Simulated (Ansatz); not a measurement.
**Squeezing SnSe (rocksalt type)**

```yaml
crystal:
  lattice:
    - [0.00000, 3.03095, 3.03095]
    - [3.03095, 0.00000, 3.03095]
    - [3.03095, 3.03095, 0.00000]
  atoms:
    - { symbol: Sn, position: [0.00000, 0.00000, 0.00000] }
    - { symbol: Se, position: [0.50000, 0.50000, 0.50000] }
```

The cell comes from a relaxation on PAW files under the same functional, begun from a prototype that needn't be the stable phase.

Its volume is scaled at fixed shape and fractional positions.

Computed with Ansatz 0.2.0; functional PBE, scalar-relativistic. Settings: a Γ-centred 14×14×14 k mesh, Fermi–Dirac smearing of 0.1 eV, no spin polarisation. Methods: LAPW: all electrons, basis error target 1 meV/atom; PAW: frozen-core files, cutoff 420 eV; crystal datasets: all electrons, by PAW datasets that the program makes for each cell; norm-conserving: pseudopotentials, cutoff 1170 eV; PAW (partial waves polarizable): frozen-core files, cutoff 420 eV.

Energies are extrapolated to zero smearing and count from the unscaled cell; pressure is positive in compression; gaps take the mesh and a band path. No temperature or zero-point motion is included.

Spin–orbit coupling is left out, which matters for the heavy atoms.

```
V/V0  V (Å³/atom)  P LAPW (GPa)  ΔE LAPW (eV/atom)  P PAW − LAPW (GPa)  ΔE PAW − LAPW (meV/atom)  gap (eV)
1.00        27.84          0.00              0.000                0.00                       0.0      0.18
0.94        26.17          3.40              0.017                0.00                       0.1         –
0.88        24.50          8.07              0.076                0.01                       0.2         –
0.80        22.28         17.25              0.248                0.01                       0.3      0.00
0.72        20.05             ?                  ?                   ?                         ?         ?
0.64        17.82          56.0              1.179                0.03                       1.1      0.00
0.55        15.31         103.5              2.390                0.07                       1.9      0.00
```

(1) Fit the Vinet equation to the LAPW pressures shown (residuals weighted by 1/(|P| + 0.03·Pmax)), and predict the pressure of the withheld row.

(2) From the table, what is the rise of the enthalpy H = E + pV up to the last row, and how stiff is the crystal between the last two rows?

(3) At the smallest volume, how far do crystal datasets and norm-conserving and PAW (partial waves polarizable) lie from LAPW in pressure?

(4) How do the Löwdin populations by LAPW change from the unscaled cell to the last row?

Answers

(1) The fit gives V0 = 27.85 Å³/atom, B0 = 46.7 GPa and B0′ = 4.70. At 20.05 Å³/atom, x = (V/V0)^(1/3) = 0.8962, and P = 3·B0·(1 − x)/x²·exp[1.5·(B0′ − 1)·(1 − x)] = 32.2 GPa. The run itself gave 31.8 GPa (+1.3 % off) and ΔE = 0.581 eV/atom.

(2) ΔH = 2.390 eV + (103.5 GPa × 15.31 Å³ − 0.00 GPa × 27.84 Å³) × 0.006242 eV/(GPa·Å³) = 12.29 eV/atom, of which pV makes 81 %. The mean bulk modulus there is −ΔP/Δln V = 314 GPa.

(3) crystal datasets: 0.00 GPa; norm-conserving: +0.10 GPa; PAW (partial waves polarizable): +0.07 GPa, on a LAPW pressure of 103.5 GPa.

(4) Sn 5s 1.89 → 1.55, Sn 5p 1.78 → 2.40, Se 4s 1.83 → 1.67, Se 4p 4.46 → 4.27 electrons an atom. These are projections on the shells that the free atoms fill; 0.05 e a cell lies outside them at the start and 0.14 e at the end.
